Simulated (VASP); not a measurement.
# ZnCu (Pm-3m) in VASP: reference runs

How does ZnCu come out in PBE? The cell is run as given and disturbed.

All numbers are computed with VASP 6.6.1; they aren't measurements. Logs are shortened: lines on timing, memory, paths and dates and some standing lists are left out, and cuts for length are marked.

### 1 The crystal as given

It takes space group Pm-3m (No. 221, cubic). The conventional cell has a = 2.945 Å, b = 2.945 Å, c = 2.945 Å, α = 90.00°, β = 90.00°, γ = 90.00°. Zn (site symmetry m-3m) is surrounded by 8 Cu at 2.55 Å. Around Cu (site symmetry m-3m) lie 8 Zn at 2.55 Å.

### 2 Single point, PBE

INCAR

```
PREC = Accurate
ENCUT = 520
EDIFF = 1E-7
ISMEAR = -1
SIGMA = 0.05
LREAL = False
LASPH = True
NELM = 80
ALGO = Normal
ISIF = 2
LWAVE = False
LCHARG = False
GGA = PE
NBANDS = 18
```

KPOINTS

```
Automatic mesh
0
Gamma
  9 9 9
```

POSCAR

```
ZnCu
1.0
    2.9450000000      0.0000000000      0.0000000000
    0.0000000000      2.9450000000      0.0000000000
    0.0000000000      0.0000000000      2.9450000000
Zn Cu
1 1
Direct
    0.5000000000      0.5000000000      0.5000000000
    0.0000000000      0.0000000000      0.0000000000
```

Potentials or basis: VASP PAW PBE potentials, release 64 (Zn, Cu).

Run with:

```sh
$ cat potpaw_PBE.64/Zn/POTCAR potpaw_PBE.64/Cu/POTCAR > POTCAR
$ mpirun -np 1 vasp_std > vasp.out
```

OUTCAR:

```text
PREC = Accurate
   ENCUT = 520
   EDIFF = 1E-7
   ISMEAR = -1
   LREAL = False
   LASPH = True
   NELM = 80
   ISIF = 2
   GGA = PE

 ion  position               nearest neighbor table
   1  0.500  0.500  0.500-   2 2.55   2 2.55   2 2.55   2 2.55   2 2.55   2 2.55   2 2.55   2 2.55

   2  0.000  0.000  0.000-   1 2.55   1 2.55   1 2.55   1 2.55   1 2.55   1 2.55   1 2.55   1 2.55

  LATTYP: Found a simple cubic cell.
 ALAT       =     2.9450000000

  Lattice vectors:

 A1 = (   2.9450000000,   0.0000000000,   0.0000000000)
 A2 = (   0.0000000000,   2.9450000000,   0.0000000000)
 A3 = (   0.0000000000,   0.0000000000,   2.9450000000)

Analysis of symmetry for initial positions (statically):
=====================================================================
 Subroutine PRICEL returns:
 Original cell was already a primitive cell.

 Routine SETGRP: Setting up the symmetry group for a
 simple cubic supercell.

 Subroutine GETGRP returns: Found 48 space group operations
 (whereof 48 operations were pure point group operations)
 out of a pool of 48 trial point group operations.

The static configuration has the point symmetry O_h .

Analysis of symmetry for dynamics (positions and initial velocities):
=====================================================================
 Subroutine PRICEL returns:
 Original cell was already a primitive cell.

 Routine SETGRP: Setting up the symmetry group for a
 simple cubic supercell.

 Subroutine GETGRP returns: Found 48 space group operations
 (whereof 48 operations were pure point group operations)
 out of a pool of 48 trial point group operations.

The dynamic configuration has the point symmetry O_h .

 Subroutine INISYM returns: Found 48 space group operations
 (whereof 48 operations are pure point group operations),
 and found     1 'primitive' translations

----------------------------------------------------------------------------------------

                                     Primitive cell

  volume of cell :      25.5421

  direct lattice vectors                    reciprocal lattice vectors
     2.945000000  0.000000000  0.000000000     0.339558574  0.000000000  0.000000000
     0.000000000  2.945000000  0.000000000     0.000000000  0.339558574  0.000000000
     0.000000000  0.000000000  2.945000000     0.000000000  0.000000000  0.339558574

  length of vectors
     2.945000000  2.945000000  2.945000000     0.339558574  0.339558574  0.339558574

  position of ions in fractional coordinates (direct lattice)
     0.500000000  0.500000000  0.500000000
     0.000000000  0.000000000  0.000000000

  ion indices of the primitive-cell ions
   primitive index   ion index
                 1           1
                 2           2

----------------------------------------------------------------------------------------

 KPOINTS: Automatic mesh

Automatic generation of k-mesh.
 Grid dimensions read from file:
 generate k-points for:    9    9    9

 Generating k-lattice:

  Cartesian coordinates                     Fractional coordinates (reciprocal lattice)
     0.037728730  0.000000000  0.000000000     0.111111111  0.000000000  0.000000000
     0.000000000  0.037728730  0.000000000     0.000000000  0.111111111  0.000000000
     0.000000000  0.000000000  0.037728730     0.000000000  0.000000000  0.111111111

  Length of vectors
     0.037728730  0.037728730  0.037728730

  Shift w.r.t. Gamma in fractional coordinates (k-lattice)
     0.000000000  0.000000000  0.000000000

 Subroutine IBZKPT returns following result:
 ===========================================

 Found     35 irreducible k-points:

 Following reciprocal coordinates:
            Coordinates               Weight
  0.000000  0.000000  0.000000      1.000000
  0.111111  0.000000  0.000000      6.000000
  0.222222  0.000000  0.000000      6.000000
  0.333333  0.000000  0.000000      6.000000
  0.444444  0.000000  0.000000      6.000000
  0.111111  0.111111  0.000000     12.000000
[... 27 lines left out ...]
  0.444444  0.444444  0.333333     24.000000
  0.444444  0.444444  0.444444      8.000000
   k-points           NKPTS =     35   k-points in BZ     NKDIM =     35   number of bands    NBANDS=     18
   number of dos      NEDOS =    301   number of ions     NIONS =      2
   total plane-waves  NPLWV =  13824
   dimension x,y,z NGX =    24 NGY =   24 NGZ =   24
   dimension x,y,z NGXF=    48 NGYF=   48 NGZF=   48
   ions per type =               1   1
   NGX,Y,Z   is equivalent  to a cutoff of  13.55, 13.55, 13.55 a.u.
   NGXF,Y,Z  is equivalent  to a cutoff of  27.10, 27.10, 27.10 a.u.
 SYSTEM =  unknown system
   PREC   = accura    normal or accurate (medium, high low for compatibility)
   ISTART =      0    job   : 0-new  1-cont  2-samecut
   ICHARG =      2    charge: 1-file 2-atom 10-const
   ISPIN  =      1    spin polarized calculation?
   LNONCOLLINEAR =      F non collinear calculations
   LSORBIT =      F    spin-orbit coupling
   LASPH  =      T    aspherical Exc in radial PAW
   ENCUT  =  520.0 eV  38.22 Ry    6.18 a.u.   5.48  5.48  5.48*2*pi/ulx,y,z
   NELM   =     80;   NELMIN=  2; NELMDL= -5     # of ELM steps
   EDIFF  = 0.1E-06   stopping-criterion for ELM
   LREAL  =      F    real-space projection
   EDIFFG = 0.1E-05   stopping-criterion for IOM
   NSW    =      0    number of steps for IOM
   IBRION =     -1    ionic relax: 0-MD 1-quasi-New 2-CG
   NFREE  =      0    steps in history (QN), initial steepest desc. (CG)
   ISIF   =      2    stress and relaxation
   ISYM   =      2    0-nonsym 1-usesym 2-fastsym
   POTIM  = 0.5000    time-step for ionic-motion
   TEBEG  =    0.0;   TEEND  =   0.0 temperature during run
   PSTRESS=    0.0 pullay stress
   NELECT =      23.0000    total number of electrons
   NUPDOWN=      -1.0000    fix difference up-down
   EMIN   =  10.00;   EMAX   =-10.00  energy-range for DOS
   EFERMI =   0.00;   METHOD = LEGACY
   ISMEAR =    -1;   SIGMA  =   0.05  broadening in eV -4-tet -1-fermi 0-gaus
   EFERMI_NEDOS =   21; number of points for ismear=-14 and -15
   IALGO  =     38    algorithm
   IMIX   =      4    mixing-type and parameters
     AMIX     =   0.40;   BMIX     =  1.00
     AMIX_MAG =   1.60;   BMIX_MAG =  1.00
  volume/ion in A,a.u.               =      12.77        86.18
  Fermi-wavevector in a.u.,A,eV,Ry     =   1.580880  2.987429 34.003415  2.499180
  Thomas-Fermi vector in A             =   2.681040
   LORBIT       =      0    0 simple, 1 ext, 2 COOP (PROOUT), +10 PAW based schemes
   GGA     = PE    functional components
   LHFCALC =     F    Hartree Fock is set to
   AEXX    =    0.0000 exact exchange contribution
   IVDW    =     0    specifies the selected vdW correction
   LEPSILON=     F    determine dielectric tensor
   LRPA    =     F    only Hartree local field effects (RPA)
 non-spin polarized calculation
  energy-cutoff  :      520.00
  volume of cell :       25.54
 maximum number of plane-waves:       711
 NGX is ok and might be reduce to    24
   NGX = 11   NGY = 11   NGZ = 11

 number of electron      23.0000000 magnetization

 Free energy of the ion-electron system (eV)
  ---------------------------------------------------
  ext. energy  EPLUGINS =         0.00000000
  ---------------------------------------------------
  free energy    TOTEN  =        -4.99621272 eV

  energy without entropy =       -4.99194936  energy(sigma->0) =       -4.99408104

 E-fermi :   5.6082     XC(G=0): -12.4012

 val. band max:        5.5390086171   @ k =   0.3333   0.3333   0.0000
 cond. band min:       5.7280720177   @ k =   0.4444   0.4444   0.2222
 fundamental gap:      0.1890634007
 Fermi energy:         5.6081737079

 k-point     1 :       0.0000    0.0000    0.0000
  band No.  band energies     occupation
      1      -4.7961      2.00000
      2      -2.3062      2.00000
      3      -2.3062      2.00000
      4      -1.6111      2.00000
      5      -1.6111      2.00000
      6      -1.6111      2.00000
[... 10 lines left out ...]
     17      17.8237      0.00000
     18      28.9809      0.00000

 k-point     2 :       0.1111    0.0000    0.0000
  band No.  band energies     occupation
      1      -4.5733      2.00000
      2      -2.2809      2.00000
      3      -2.2585      2.00000
      4      -1.6304      2.00000
      5      -1.6304      2.00000
      6      -1.6015      2.00000
[... 10 lines left out ...]
     17      19.4896      0.00000
     18      26.9689      0.00000

 k-point     3 :       0.2222    0.0000    0.0000
  band No.  band energies     occupation
      1      -3.9260      2.00000
      2      -2.2156      2.00000
      3      -2.1213      2.00000
      4      -1.6790      2.00000
      5      -1.6790      2.00000
      6      -1.5770      2.00000
[... 10 lines left out ...]
     17      23.4522      0.00000
     18      24.1921      0.00000

 k-point     4 :       0.3333    0.0000    0.0000
  band No.  band energies     occupation
      1      -2.9867      2.00000
      2      -2.1392      2.00000
      3      -1.8440      2.00000
      4      -1.7339      2.00000
      5      -1.7339      2.00000
      6      -1.5488      2.00000
[... 10 lines left out ...]
     17      21.3384      0.00000
     18      21.3384      0.00000

 k-point     5 :       0.4444    0.0000    0.0000
  band No.  band energies     occupation
      1      -2.3813      2.00000
      2      -2.0882      2.00000
      3      -1.7695      2.00000
      4      -1.7695      2.00000
      5      -1.5302      2.00000
      6      -0.9879      2.00000
[... 10 lines left out ...]
     17      18.7866      0.00000
     18      19.4476      0.00000

 k-point     6 :       0.1111    0.1111    0.0000
  band No.  band energies     occupation
      1      -4.3537      2.00000
      2      -2.2475      2.00000
      3      -2.2209      2.00000
      4      -1.6501      2.00000
      5      -1.6401      2.00000
      6      -1.6067      2.00000
[... 10 lines left out ...]
     17      19.9894      0.00000
     18      24.1062      0.00000

 k-point     7 :       0.2222    0.1111    0.0000
  band No.  band energies     occupation
      1      -3.7206      2.00000
      2      -2.1838      2.00000
      3      -2.0908      2.00000
      4      -1.6915      2.00000
      5      -1.6864      2.00000
      6      -1.5978      2.00000
[... 10 lines left out ...]
     17      21.1314      0.00000
     18      23.6415      0.00000

 k-point     8 :       0.3333    0.1111    0.0000
  band No.  band energies     occupation
      1      -2.8341      2.00000
      2      -2.1110      2.00000
      3      -1.9234      2.00000
      4      -1.7434      2.00000
      5      -1.5997      2.00000
      6      -1.5830      2.00000
[... 10 lines left out ...]
     17      20.7535      0.00000
     18      21.5086      0.00000
[... 460 lines left out ...]
     17      18.3181      0.00000
     18      20.2563      0.00000

 k-point    31 :       0.4444    0.4444    0.2222
  band No.  band energies     occupation
      1      -2.3560      2.00000
      2      -2.0001      2.00000
      3      -1.9997      2.00000
      4      -1.8327      2.00000
      5      -1.3598      2.00000
      6       0.9165      2.00000
[... 10 lines left out ...]
     17      16.2147      0.00000
     18      18.1357      0.00000

 k-point    32 :       0.3333    0.3333    0.3333
  band No.  band energies     occupation
      1      -2.2007      2.00000
      2      -2.0361      2.00000
      3      -2.0361      2.00000
      4      -1.6007      2.00000
      5      -1.6007      2.00000
      6       0.2700      2.00000
[... 10 lines left out ...]
     17      14.4079      0.00000
     18      19.8821      0.00000

 k-point    33 :       0.4444    0.3333    0.3333
  band No.  band energies     occupation
      1      -2.2348      2.00000
      2      -2.0969      2.00000
      3      -2.0406      2.00000
      4      -1.5933      2.00000
      5      -1.4734      2.00000
      6       0.8004      2.00000
[... 10 lines left out ...]
     17      15.7359      0.00000
     18      17.7444      0.00000

 k-point    34 :       0.4444    0.4444    0.3333
  band No.  band energies     occupation
      1      -2.2548      2.00000
      2      -2.1098      2.00000
      3      -2.1050      2.00000
      4      -1.5415      2.00000
      5      -1.3553      2.00000
      6       1.0431      2.00000
[... 10 lines left out ...]
     17      13.5563      0.00000
     18      15.5383      0.00000

 k-point    35 :       0.4444    0.4444    0.4444
  band No.  band energies     occupation
      1      -2.1994      2.00000
      2      -2.1714      2.00000
      3      -2.1714      2.00000
      4      -1.3525      2.00000
      5      -1.3525      2.00000
      6       1.1721      2.00000
[... 10 lines left out ...]
     17      11.5464      0.00000
     18      13.3233      0.00000

------------------------ aborting loop because EDIFF is reached ----------------------------------------

  FORCE on cell =-STRESS in cart. coord.  units (eV):
  Direction    XX          YY          ZZ          XY          YZ          ZX
  --------------------------------------------------------------------------------------
  -------------------------------------------------------------------------------------
  Total        0.4949990      0.4949990      0.4949990      0.0000000     -0.0000000      0.0000000
  in kB       31.0498114     31.0498114     31.0498114      0.0000000     -0.0000000      0.0000000
  external PRESSURE =      31.0498114 kB  Pullay stress =       0.0000000 kB

 VOLUME and BASIS-vectors are now :
 -----------------------------------------------------------------------------
  energy-cutoff  :      520.00
  volume of cell :       25.54
      direct lattice vectors                 reciprocal lattice vectors
     2.945000000  0.000000000  0.000000000     0.339558574  0.000000000  0.000000000
     0.000000000  2.945000000  0.000000000     0.000000000  0.339558574  0.000000000
     0.000000000  0.000000000  2.945000000     0.000000000  0.000000000  0.339558574

 POSITION                                       TOTAL-FORCE (eV/Angst)
 -----------------------------------------------------------------------------------
      1.47250      1.47250      1.47250         0.000000      0.000000      0.000000
      0.00000      0.00000      0.00000         0.000000      0.000000      0.000000
 -----------------------------------------------------------------------------------
    total drift:                                0.000000      0.000000     -0.000000

  FREE ENERGIE OF THE ION-ELECTRON SYSTEM (eV)
  ---------------------------------------------------
  free  energy   TOTEN  =        -4.9962127173 eV

  energy  without entropy=       -4.9919493569  energy(sigma->0) =       -4.99408104
```

Run time: 30 s. Hardware: 1 thread of AMD EPYC 7R43 (Zen 3), shared host; peak memory 0.11 GiB.

What came out:

```yaml
Free_energy: -4.9962 eV
Pressure: 3.1 GPa
Band_gap_on_the_k_mesh: none (metal or under the smearing width)
```

### 3 Single point, PBE (atoms moved at random, drawn with an rms of 0.05 Å)

INCAR

```
SYSTEM = ZnCu
PREC = Accurate
ENCUT = 520
EDIFF = 1E-7
ISMEAR = -1
SIGMA = 0.05
LREAL = .False.
LASPH = .True.
NELM = 100
ALGO = Normal
ISIF = 2
LWAVE = .False.
LCHARG = .False.
GGA = PE
NBANDS = 18
```

KPOINTS

```
regular mesh
0
Gamma
  9 9 9
  0 0 0
```

POSCAR

```
ZnCu
1.0
    2.9450000000      0.0000000000      0.0000000000
    0.0000000000      2.9450000000      0.0000000000
    0.0000000000      0.0000000000      2.9450000000
Zn Cu
1 1
Direct
    0.5111030000      0.5042410000      0.4952780000
   -0.0228300000     -0.0090300000      0.0035500000
```

Potentials or basis: VASP PAW PBE potentials, release 64 (Zn, Cu).

Run with:

```sh
$ cat potpaw_PBE.64/Zn/POTCAR potpaw_PBE.64/Cu/POTCAR > POTCAR
$ mpirun -np 1 vasp_std > vasp.out
```

Run time: 3.1 min. Hardware: 1 thread of AMD EPYC 7R43 (Zen 3), shared host; peak memory 0.24 GiB.

It converged, with:

- Free energy: -4.9662 eV
- Pressure: 3.8 GPa
- Largest force: 0.550 eV/Å
- Band gap on the k mesh: none (metal or under the smearing width)

Forces in eV/Å, atoms in the order of the input:
```
Zn  -0.496 -0.201  0.126
Cu   0.496  0.201 -0.126
```

Stress tensor (GPa, compression positive):
```
 3.43  0.44 -0.28
 0.44  3.93 -0.11
-0.28 -0.11  3.99
```

Levels at points of the mesh, in eV from the Fermi level:
```
           k point  band 10  band 11  band 12  band 13  band 14  band 15
(0.00, 0.00, 0.00)    -2.81    -2.81     6.17     6.17     6.22    11.15
```
